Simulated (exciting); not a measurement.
BP:

```xyz
2
Lattice="0.0000 2.2690 2.2690 2.2690 0.0000 2.2690 2.2690 2.2690 0.0000" Properties=species:S:1:pos:R:3 pbc="T T T"
P     3.4035    3.4035    3.4035
B     0.0000    0.0000    0.0000
```

Base run:

- Program: exciting (release sodium)
- Functional: PBEsol
- Potentials or basis: all-electron LAPW+lo, shipped species files, valence relativity iora*
- rgkmax: 7
- k mesh: 10 × 10 × 10
- Occupations: fermi-dirac, width 0.05 eV
- Spin: no spin polarisation

Its results: band gap on the k mesh 1.14 eV, indirect (least direct gap 3.37 eV).

Task: The run is repeated on the same cell with these changes: functional from PBEsol to RPBE. What comes out?

Result: Band gap on the k mesh 1.27 eV, indirect (least direct gap 3.41 eV).
